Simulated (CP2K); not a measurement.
# MoS2: band structure with vdW-DF-cx

**The experiment to reproduce.**

“Multiwavelength excitation Raman Scattering Analysis of bulk and 2 dimensional MoS2: Vibrational properties of atomically thin MoS2 layers”, 2015, arxiv:1506.03228 reports, for a bulk crystal of MoS2 at 300 K: band gap 1.3 eV (indirect).

Crystal: MoS2.

```
CELL_PARAMETERS angstrom
3.16900 0.00000 0.00000
-1.58450 2.74443 0.00000
0.00000 0.00000 12.32400
ATOMIC_POSITIONS crystal
Mo 0.66667 0.33333 0.75000
Mo 0.33333 0.66667 0.25000
S 0.66667 0.33333 0.37700
S 0.33333 0.66667 0.87700
S 0.66667 0.33333 0.12300
S 0.33333 0.66667 0.62300
```

```json
{"Program": "CP2K 2026.2", "Task": "band structure", "Functional": "vdW-DF-cx", "Potentials or basis": "POTENTIAL_UZH Mo GTH-PBE-q14, S GTH-PBE-q6; DZVP-MOLOPT-PBE-GTH basis", "Density cutoff": "9184 eV", "k mesh": "10 × 10 × 3", "Occupations": "fermi-dirac, width 0.05 eV", "Spin": "no spin polarisation", "SCF solver": "diagonalisation with k points", "Quickstep method": "GPW", "EPS_DEFAULT": "1.0E-10", "EPS_SCF": "1.0E-6", "MAX_SCF": "100", "SCF_GUESS": "ATOMIC", "k points reduced by the point group": "yes", "Mesh centred on Gamma": "yes", "CHOLESKY": "OFF", "EPS_EIGVAL": "1.0E-7", "MIXING METHOD": "BROYDEN_MIXING", "MIXING ALPHA": "0.4", "NBUFFER": "8", "NGRIDS": "5", "Basis sets": "Mo DZVP-MOLOPT-PBE-GTH-q14, S DZVP-MOLOPT-PBE-GTH-q6", "Potentials": "Mo GTH-PBE-q14 of POTENTIAL_UZH, S GTH-PBE-q6 of POTENTIAL_UZH", "ADDED_MOS": "[24]", "Points a segment of the path (NPOINTS)": "6", "Bands added on the path": "4", "REL_CUTOFF (Ry)": "60 Ry", "MIXING BETA (1/bohr)": "1.5 1/bohr", "CUTOFF of the grids": "675 Ry", "Cutoff of the non-local correlation (Ry)": "300"}
```

The pressure is 1.0 GPa, the largest force is 0.241 eV/Å and the band gap on the k mesh is 0.94 eV, indirect (least direct gap 1.92 eV). The band gap along the path is 0.89 eV, indirect (least direct gap 1.69 eV). The mulliken charges are Mo -0.05; S +0.02 e.

Forces in eV/Å, atoms in the order of the input:
```
Mo   0.000  0.000  0.002
Mo   0.000  0.000 -0.002
S    0.000  0.000  0.241
S    0.000  0.000  0.241
S    0.000  0.000 -0.241
S    0.000  0.000 -0.241
```

Stress tensor (GPa, compression positive):
```
0.59 0.00 0.00
0.00 0.59 0.00
0.00 0.00 1.87
```

Levels at the corners of the path, in eV from the valence-band top:
```csv
point,band 22,band 23,band 24,band 25,band 26,band 27,band 28,band 29,band 30,band 31
Γ,-2.20,-2.20,-1.25,-1.17,0.00,2.10,2.10,2.12,2.12,2.25
M,-2.53,-1.80,-1.60,-1.44,-1.31,1.62,1.66,2.02,2.27,2.91
K,-3.86,-2.75,-2.75,-0.81,-0.65,1.04,1.04,1.87,2.85,2.85
Γ,-2.20,-2.20,-1.25,-1.17,0.00,2.10,2.10,2.12,2.12,2.25
A,-2.22,-2.22,-2.22,-0.28,-0.28,2.10,2.10,2.10,2.10,2.35
L,-2.68,-1.70,-1.70,-1.36,-1.36,1.64,1.64,2.16,2.16,3.29
H,-3.49,-2.93,-2.93,-0.74,-0.74,1.04,1.04,2.34,2.34,2.89
A,-2.22,-2.22,-2.22,-0.28,-0.28,2.10,2.10,2.10,2.10,2.35
L,-2.68,-1.70,-1.70,-1.36,-1.36,1.64,1.64,2.16,2.16,3.29
M,-2.53,-1.80,-1.60,-1.44,-1.31,1.62,1.66,2.02,2.27,2.91
K,-3.86,-2.75,-2.75,-0.81,-0.65,1.04,1.04,1.87,2.85,2.85
H,-3.49,-2.93,-2.93,-0.74,-0.74,1.04,1.04,2.34,2.34,2.89
```

It took 69 s on 1 thread of Arm Neoverse V2, with other jobs on the host, peak memory 0.79 GiB.

Against the measured gap of MoS2, 1.3 eV (indirect; 300 K; “Multiwavelength excitation Raman Scattering Analysis of bulk and 2 dimensional MoS2: Vibrational properties of atomically thin MoS2 layers”, 2015, arxiv:1506.03228), the calculated 0.89 eV is off by -0.41 eV. Spin-orbit coupling on Mo is left out. The value is that of vdW-DF-cx in an atomic basis (POTENTIAL_UZH Mo GTH-PBE-q14, S GTH-PBE-q6; DZVP-MOLOPT-PBE-GTH basis), whose error adds to the functional's,, without temperature or zero-point motion.

Caveat: Mulliken charges move with the basis; the potentials were made for another functional, which shifts forces and pressure; the basis of atomic orbitals isn't converged, which shifts pressures, moduli and gaps.
